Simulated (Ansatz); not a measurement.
Geometry optimisation in Ansatz: input, command and trajectory.

```yaml
crystal:
  lattice:
    - [2.4509079424, 0.0, 0.0]
    - [-1.2254539712, 2.1766951869, 0.0]
    - [0.0, 0.0, 6.9086340119]
  atoms:
    - { symbol: B, position: [0.3333333333, 0.6666666667, 0.25] }
    - { symbol: B, position: [0.6666666667, 0.3333333333, 0.75] }
    - { symbol: "N", position: [0.3333333333, 0.6666666667, 0.75] }
    - { symbol: "N", position: [0.6666666667, 0.3333333333, 0.25] }
basis:
  ecutwfc: 500
kpoints:
  mp_grid: { grid: [12, 12, 4] }
hamiltonian:
  xc: r2scan
scf:
  occupations: { method: gaussian, width: 0.02 }
output:
  forces: true
  stress: true
  eigenvalues: true
relax:
  adjacent_minimum: "off"
  f_tol: 0.008
  max_steps: 40
  cell: { stress_tol: 0.015, fix: [a, angles] }
```

```bash
ansatz run input.yaml --threads 1 --pin off --max-ram 2560MiB --backend cpu --events-out ev --progress --plain --runs-dir out
```

Method: DFT r2SCAN, scalar-relativistic, plane waves, PAW in Ansatz 0.2.0.

Of 5 frames 4 are shown, positions in Å and forces in eV/Å; the SCF threshold varies from step to step. Steps run on the plane waves of an earlier cell, with a Pulay correction in the pressure. The basis is chosen afresh for the last frame, the zero of the energies, and at times for earlier ones too; energy and pressure step there, also at an unchanged geometry.

```xyz
4
Lattice="2.4509 0.0000 0.0000 -1.2255 2.1767 0.0000 0.0000 0.0000 6.9086" Properties=species:S:1:pos:R:3:forces:R:3 pbc="T T T" step=1 free_energy_over_end_meV_per_atom=0.66 pressure_GPa=5.70
B     0.0000    1.4511    1.7272    0.0000    0.3285    0.0000
B     1.2255    0.7256    5.1815    0.0000   -0.3285    0.0000
N     0.0000    1.4511    5.1815    0.0000    0.3316    0.0000
N     1.2255    0.7256    1.7272    0.0000   -0.3316    0.0000
4
Lattice="2.4509 0.0002 0.0000 -1.2253 2.1760 0.0000 0.0000 0.0000 6.9002" Properties=species:S:1:pos:R:3:forces:R:3 pbc="T T T" step=2 free_energy_over_end_meV_per_atom=0.24 pressure_GPa=5.78
B     0.0002    1.4366    1.7250    0.0001    0.2066    0.0000
B     1.2254    0.7396    5.1751   -0.0001   -0.2066    0.0000
N     0.0000    1.4676    5.1751    0.0001    0.2069    0.0000
N     1.2256    0.7085    1.7250   -0.0001   -0.2069    0.0000
4
Lattice="2.4509 0.0004 0.0000 -1.2251 2.1753 0.0000 0.0000 0.0000 6.8864" Properties=species:S:1:pos:R:3:forces:R:3 pbc="T T T" step=3 free_energy_over_end_meV_per_atom=-0.01 pressure_GPa=5.84
B     0.0001    1.4364    1.7216    0.0015   -0.0014    0.0000
B     1.2257    0.7393    5.1648   -0.0015    0.0014    0.0000
N     0.0002    1.4718    5.1648    0.0014   -0.0017    0.0000
N     1.2256    0.7040    1.7216   -0.0014    0.0017    0.0000
4
Lattice="2.4509 0.0004 0.0000 -1.2251 2.1754 0.0000 0.0000 0.0000 6.8873" Properties=species:S:1:pos:R:3:forces:R:3 pbc="T T T" step=5 free_energy_over_end_meV_per_atom=0.00 pressure_GPa=5.84
B     0.0004    1.4382    1.7218    0.0001    0.0002    0.0000
B     1.2254    0.7376    5.1655   -0.0001   -0.0002    0.0000
N    -0.0001    1.4700    5.1655    0.0001    0.0006    0.0000
N     1.2258    0.7057    1.7218   -0.0001   -0.0006    0.0000
```

The run took 74 s on 1 thread of Arm Neoverse V1, with other jobs on the host, peak memory 0.48 GiB.

The cell holds layers, and r2SCAN describes their binding at middle range but leaves out its long-range dispersion part.